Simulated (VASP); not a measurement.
The system is ZnO.

```
Zn O
1.0
     3.25000    0.00000    0.00000
    -1.62500    2.81458    0.00000
     0.00000    0.00000    5.20500
Zn O
2 2
Direct
  0.33333 0.66667 0.00000
  0.66667 0.33333 0.50000
  0.33333 0.66667 0.50000
  0.66667 0.33333 0.00000
```

Measurements of this composition are mostly on another form, of space group No. 186.

```yaml
Program: VASP 6.6.1
Task: relaxation of cell and atoms
Functional: PBEsol
Potentials_or_basis: VASP PAW PBE potentials, release 64 (Zn, O)
Cutoff: 600 eV
k_mesh: 9 × 9 × 6
Occupations: gaussian, width 0.02 eV
Spin: no spin polarisation
```

At the start: pressure 5.6 GPa; volume 11.90 Å³/atom.

Question: How do energy, volume and symmetry change on relaxing?

Answer: Over 17 steps the energy falls by 68.4 meV/atom and the volume is 11.37 Å³/atom (-4.5 %); space group P6_3/mmc (No. 194, to 0.05 Å).

The path:
```tsv
step	energy change (eV)	largest force (eV/Å)	pressure (GPa)	volume (Å³)
1	0.0000	0.0000	5.60	47.61
2	-0.0755	0.0000	-6.82	50.49
3	-0.0902	0.0000	-3.70	49.60
4	-0.1550	0.0000	-3.09	48.44
5	-0.2657	0.0000	2.63	44.80
6	-0.2662	0.0000	2.05	45.07
7	-0.2710	0.0000	-1.30	45.76
8	-0.2736	0.0000	-0.10	45.50
9	-0.2736	0.0000	-0.10	45.51
10	-0.2737	0.0000	-0.02	45.44
11	-0.2736	0.0000	0.10	45.42
12	-0.2737	0.0000	0.16	45.44
13	-0.2737	0.0000	0.04	45.44
14	-0.2737	0.0000	0.05	45.46
15	-0.2736	0.0000	-0.28	45.53
16	-0.2737	0.0000	-0.10	45.47
17	-0.2737	0.0000	-0.02	45.47
```

Final structure:
```cif
data_structure
_symmetry_space_group_name_H-M 'P 1'
_symmetry_Int_Tables_number 1
_cell_length_a 3.4194
_cell_length_b 3.4194
_cell_length_c 4.4902
_cell_angle_alpha 90.000
_cell_angle_beta 90.000
_cell_angle_gamma 120.000
_cell_volume 45.47
loop_
_atom_site_label
_atom_site_type_symbol
_atom_site_fract_x
_atom_site_fract_y
_atom_site_fract_z
_atom_site_occupancy
Zn1 Zn 0.33333 0.66667 0.00000 1
Zn2 Zn 0.66667 0.33333 0.50000 1
O1 O 0.33333 0.66667 0.50000 1
O2 O 0.66667 0.33333 0.00000 1
```

Caveat: the PAW data sets were made with another functional, which shifts forces and pressure a little.
